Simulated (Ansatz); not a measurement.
# AlRu: response to biaxial strain in the a-b plane

An exercise on one series of results from a longer session: the logs are not shown, and one member is left open.

Method: DFT PBEsol, scalar-relativistic, plane waves, PAW, in Ansatz 0.2.0.

2 further runs of the same task are left out: 2 set aside as unsound or not needed.

### Starting point

It takes space group Pm-3m (No. 221, cubic). The conventional cell has a = 2.976 Å, b = 2.976 Å, c = 2.976 Å, α = 90.00°, β = 90.00°, γ = 90.00°. Al (site symmetry m-3m) is surrounded by 8 Ru at 2.58 Å. Around Ru (site symmetry m-3m) lie 8 Al at 2.58 Å.

As a file:

```cif
data_structure
_symmetry_space_group_name_H-M 'P 1'
_symmetry_Int_Tables_number 1
_cell_length_a 2.9763
_cell_length_b 2.9763
_cell_length_c 2.9763
_cell_angle_alpha 90.000
_cell_angle_beta 90.000
_cell_angle_gamma 90.000
_cell_volume 26.37
loop_
_atom_site_label
_atom_site_type_symbol
_atom_site_fract_x
_atom_site_fract_y
_atom_site_fract_z
_atom_site_occupancy
Al1 Al 0.00000 0.00000 0.00000 1
Ru1 Ru 0.50000 0.50000 0.50000 1
```

It goes back to an entry of the Materials Project, which need not be the stable form.

It is the result of an earlier relaxation at this level (volume 13.18 Å³/atom; gap on the mesh: none (metal)).

The unstrained cell was computed beforehand with the same settings: E(σ→0) = -6342.3084 eV for 2 atoms, gap none (metal).

The first run:

Input file input.yaml:

```yaml
crystal:
  lattice:
    - [2.9316697375, 0.0, 0.0]
    - [0.0, 2.9316697375, 0.0]
    - [0.0, 0.0, 3.0031012844]
  atoms:
    - { symbol: Al, position: [0.0, 0.0, 0.0] }
    - { symbol: Ru, position: [0.5, 0.5, 0.5] }
basis:
  ecutwfc: 420
kpoints:
  mp_grid: { grid: [18, 18, 18] }
hamiltonian:
  xc: pbesol
scf:
  occupations: { method: gaussian, width: 0.1 }
output:
  forces: true
  stress: true
  eigenvalues: true
  write_density: true
  write_potential: true
  elf: true
  volumetric_format: npy
relax:
  adjacent_minimum: "off"
  f_tol: 0.008
  max_steps: 40
  cell: { stress_tol: 0.015, fix: [a, b, gamma] }
```

The run is started by

```bash
> ansatz run input.yaml --threads 1 --pin off --max-ram 2560MiB --backend cpu --events-out ev --progress --plain --runs-dir out
```

Among the steps run: The cell strained by -1.5 %; At +1.5 %; Strain -3.0 %; The cell strained by +3.0 %; The cell strained by -4.5 %; The cell strained by +4.5 %.

One table of the session follows, with a row left open; its other results are not shown here.

It belongs to the step «Energy and stress against strain (a metal throughout)». Lengths are those of the vectors of the cell that was run; stresses in GPa:

| strain (%) | ΔE (meV/atom) | a (Å) | b (Å) | c (Å) |
| --- | --- | --- | --- | --- |
| -4.5 | 63.4 | 2.842 | 2.842 | 3.121 |
| -3.0 | 27.6 | 2.887 | 2.887 | 3.067 |
| -1.5 | ? | ? | ? | ? |
| +0.0 | 0.0 | 2.976 | 2.976 | 2.976 |
| +1.5 | 6.6 | 3.021 | 3.021 | 2.936 |
| +3.0 | 25.0 | 3.066 | 3.066 | 2.900 |
| +4.5 | 54.4 | 3.110 | 3.110 | 2.868 |

Estimate the missing values for strain (%) = -1.5.

Worked estimate for «ΔE (meV/atom)». A straight line through the neighbours (-3.0, 27.6) and (0.0, 0.0) gives 27.6 + (0.0 − 27.6) × (-1.5 + 3.0) / (0.0 + 3.0) = 13.8; a parabola fitted to 4 rows on both sides gives 6.7.

As computed: ΔE (meV/atom): 6.7; a (Å): 2.932; b (Å): 2.932; c (Å): 3.019. In «ΔE (meV/atom)» the line misses by +7.1 and the parabola by 0.0.

ΔE is over the unstrained cell. Stress in GPa, positive in compression, on the Cartesian axes of the input. 
